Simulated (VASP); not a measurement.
# InP: input slips in a relaxation and what they do, part 2 of 2

Some relaxations of InP get a fault in the input on purpose. Which of them show, and how? The starting structure is a measured crystal structure from the Crystallography Open Database. The first relaxation on each setting starts from this cell expanded by 3 % in volume.

VASP 6.6.1.

Results so far: reference 25.40 Å³ an atom; the cell held fixed (ISIF = 2) 26.02 Å³ an atom.

**5. Relaxation with a cutoff far too low**

Level of this step: PBEsol; plane waves and PAW (In_d, P) (VASP).

A slip made on purpose: a cutoff far too low. Against step 2 the input has PREC = Normal and ENCUT = 140 (also changed: NELM).

File INCAR:

```
SYSTEM = InP
PREC = Normal
ENCUT = 140
EDIFF = 1E-06
NELM = 60
ISMEAR = 0
SIGMA = 0.03
LREAL = .FALSE.
ALGO = Normal
GGA = PS
NBANDS = 15
LORBIT = 11
LWAVE = .FALSE.
LCHARG = .FALSE.
KPAR = 8
IBRION = 2
NSW = 50
ISIF = 3
EDIFFG = -0.006
```

File POSCAR:

```
InP
1.0
    0.0000000000      2.9634048599      2.9634048599
    2.9634048599      0.0000000000      2.9634048599
    2.9634048599      2.9634048599      0.0000000000
In P
1 1
Direct
    0.0000000000      0.0000000000      0.0000000000
    0.7500000000      0.7500000000      0.7500000000
```

File KPOINTS:

```
Automatic mesh
0
Gamma
6 6 6
0 0 0
```

The projector-augmented-wave data sets are In_d and P (PBE family, release 64).

On the command line:

```sh
mpirun -np 8 vasp_std
```

Log:

```text
[... set-up lines as in an earlier step ...]
 entering main loop
       N       E                     dE             d eps       ncg     rms          rms(c)
DAV:   1     0.475970564985E+02    0.47597E+02   -0.47184E+03   558   0.391E+02
DAV:   2    -0.186617213914E+01   -0.49463E+02   -0.48793E+02   599   0.140E+02
DAV:   3    -0.255715803107E+01   -0.69099E+00   -0.69055E+00   557   0.179E+01
DAV:   4    -0.255965721454E+01   -0.24992E-02   -0.24991E-02   620   0.111E+00
[...]
DAV:  10    -0.108110916502E+01    0.90283E-04   -0.66292E-04   557   0.168E-01    0.731E-02
DAV:  11    -0.108111777308E+01   -0.86081E-05   -0.32605E-05   592   0.396E-02    0.226E-02
DAV:  12    -0.108111873985E+01   -0.96677E-06   -0.71403E-06   515   0.138E-02
   1 F= -.10811187E+01 E0= -.10811187E+01  d E =-.108112E+01
[...]
-----------------------------------------------------------------------------
|                                                                             |
|     EEEEEEE  RRRRRR   RRRRRR   OOOOOOO  RRRRRR      ###     ###     ###     |
[...]
|     E        R    R   R    R   O     O  R    R      ###     ###     ###     |
|     EEEEEEE  R     R  R     R  OOOOOOO  R     R     ###     ###     ###     |
|                                                                             |
|     Orbital orthonormalization failed in the inversion of matrix            |
|     LAPACK: Routine ZPOTRF failed! kpoint: 1 spin: 1                        |
|                                                                             |
|     Possible solutions for this issue are:                                  |
|     - Please check whether the atoms are too close to each other.           |
|     - Decreasing POTIM might help during relaxations or MDs.                |
|     - Deleting CHGCAR or WAVECAR if incompatible with the structure.        |
|     - Try calculating without symmetrizing (ISYM = 0 or ISYM = -1).         |
|     - As last resort: using a different PAW for some of the atoms.          |
|                                                                             |
|       ---->  I REFUSE TO CONTINUE WITH THIS SICK JOB ... BYE!!! <----       |
|                                                                             |
 -----------------------------------------------------------------------------

1
1
1
1
1
1
1
1
```

Wall time 5.8 s (8 MPI ranks of AMD EPYC 9R45, shared host).

VASP stopped with this message: “Orbital orthonormalization failed in the inversion of matrix LAPACK: Routine ZPOTRF failed! kpoint: 1 spin: 1”.

**6. Relaxation with a loose energy criterion for the relaxation**

A slip made on purpose: a loose energy criterion for the relaxation. Against step 2 the input has EDIFFG = 0.1 (also changed: NELM).

INCAR: that of step 5 with these lines changed.

```diff
@@ -1,4 +1,4 @@
 SYSTEM = InP
-PREC = Normal
-ENCUT = 140
+PREC = Accurate
+ENCUT = 450
 EDIFF = 1E-06
@@ -18,2 +18,2 @@
 ISIF = 3
-EDIFFG = -0.006
+EDIFFG = 0.1
```

POSCAR is that of step 5.

KPOINTS is that of step 5.

On the command line:

```sh
mpirun -np 8 vasp_std
```

Log:

```text
[... set-up lines as in an earlier step ...]
 entering main loop
       N       E                     dE             d eps       ncg     rms          rms(c)
[... 12 cycles as in an earlier step ...]
   1 F= -.91364097E+01 E0= -.91364097E+01  d E =-.913641E+01
[...]
N       E                     dE             d eps       ncg     rms          rms(c)
DAV:   1    -0.936142487608E+01   -0.22502E+00   -0.49005E+00   613   0.425E+01    0.327E+00
DAV:   2    -0.917092834456E+01    0.19050E+00   -0.38120E-01   599   0.157E+01    0.105E+00
DAV:   3    -0.914170407190E+01    0.29224E-01   -0.76290E-02   648   0.608E+00    0.680E-01
DAV:   4    -0.914152415996E+01    0.17991E-03   -0.43730E-03   487   0.596E-01    0.481E-01
DAV:   5    -0.914102704245E+01    0.49712E-03   -0.46679E-04   592   0.231E-01    0.166E-01
DAV:   6    -0.914101488567E+01    0.12157E-04   -0.13518E-04   741   0.148E-01    0.382E-02
DAV:   7    -0.914101403644E+01    0.84923E-06   -0.13548E-05   593   0.399E-02    0.640E-03
DAV:   8    -0.914101389570E+01    0.14074E-06   -0.11015E-06   324   0.248E-02
   2 F= -.91410139E+01 E0= -.91410139E+01  d E =-.460421E-02
 trial-energy change:   -0.004604  1 .order   -0.004312   -0.018153    0.009530
 step:   0.6698(harm=  0.6558)  dis= 0.00000  next Energy=    -9.142577 (dE=-0.617E-02)
[...]
N       E                     dE             d eps       ncg     rms          rms(c)
DAV:   1    -0.916618290969E+01   -0.25169E-01   -0.55831E-01   613   0.152E+01    0.102E+00
DAV:   2    -0.914610127161E+01    0.20082E-01   -0.38718E-02   599   0.459E+00    0.359E-01
DAV:   3    -0.914266096056E+01    0.34403E-02   -0.96649E-03   648   0.213E+00    0.213E-01
DAV:   4    -0.914266381632E+01   -0.28558E-05   -0.55996E-04   508   0.220E-01    0.163E-01
DAV:   5    -0.914258139290E+01    0.82423E-04   -0.52901E-05   576   0.711E-02    0.702E-02
DAV:   6    -0.914256645916E+01    0.14934E-04   -0.21690E-05   706   0.525E-02    0.104E-02
DAV:   7    -0.914256738622E+01   -0.92706E-06   -0.28530E-06   527   0.242E-02
   3 F= -.91425674E+01 E0= -.91425674E+01  d E =-.615770E-02
[...]
reached required accuracy - stopping structural energy minimisation
```

Wall time 4.6 s (8 MPI ranks); peak memory 1.2 GiB.

OUTCAR, selected parts (step 6):

```text
  Total        0.0061751      0.0061751      0.0061751      0.0000000      0.0000000     -0.0000000
  in kB        0.1947773      0.1947773      0.1947773      0.0000000      0.0000000     -0.0000000
  external PRESSURE =       0.1947773 kB  Pullay stress =       0.0000000 kB

 POSITION                                       TOTAL-FORCE (eV/Angst)
 -----------------------------------------------------------------------------------
      0.00000      0.00000      0.00000         0.000000      0.000000     -0.000000
      4.40914      4.40914      4.40914        -0.000000     -0.000000      0.000000
 -----------------------------------------------------------------------------------
    total drift:                               -0.000000     -0.000000     -0.000000

  FREE ENERGIE OF THE ION-ELECTRON SYSTEM (eV)
  ---------------------------------------------------
  free  energy   TOTEN  =        -9.1425673862 eV

  energy  without entropy=       -9.1425673862  energy(sigma->0) =       -9.14256739

[... 2 parts as in an earlier step ...]

[... 2 further parts left out ...]
[key lines of the parts left out:]
E-fermi :   5.1361
```

With a loose energy criterion for the relaxation the cell ends at 25.397 Å³ an atom, +0.00 % from the reference.

**7. Comparison**

| run | ended | volume (Å³/atom) | change (%) | bulk modulus (GPa) | pressure left (GPa) | core minutes |
| --- | --- | --- | --- | --- | --- | --- |
| reference | converged | 25.397 | - | 67.0 | 0.0 | 1.01 |
| a functional's name that the tag doesn't take | stopped by VASP | - | - | - | - | 0.747 |
| the cell held fixed (ISIF = 2) | converged | 26.024 | 2.47 | - | -1.54 | 0.267 |
| a cutoff far too low | stopped by VASP | - | - | - | - | 0.773 |
| a loose energy criterion for the relaxation | converged | 25.397 | 0.0 | - | 0.02 | 0.613 |

Core minutes are wall time times ranks, summed over the relaxations behind a row (those for a bulk modulus apart), on shared hosts.

**8. Summary of results**

```json
{
  "volume of the reference": "25.40 Å³/atom",
  "volume against the reference, the cell held fixed (ISIF = 2)": "+2.47 %",
  "volume against the reference, a loose energy criterion for the relaxation": "+0.00 %",
  "run with a functional's name that the tag doesn't take": "stopped by VASP",
  "run with a cutoff far too low": "stopped by VASP"
}
```

What this shows: VASP stopped by itself in the runs with a functional's name that the tag doesn't take and a cutoff far too low. Finished, but with signs in the output that stand out against the reference: the cell held fixed (ISIF = 2), with the volume kept at the input's, +2.5 % from the reference (signs: a stress of up to 1.5 GPa). Little came of a loose energy criterion for the relaxation in this material. The reference was restarted once and the runs with a slip weren't, so their cells may not have settled fully. Further runs on this material are not shown.

[Lines on the potential files, build, host, timing and source positions are cut from VASP's logs without a mark.]

[Logs are printed without paths, hosts, clocks, repeated set-up lines and the standing remarks that a program may print on its own settings, such as how far it seeks lower states.]

[Hosts, paths, dates, database ids (printed as entryN), source tags and the programs' standing remarks are cut or masked in the printed files.]
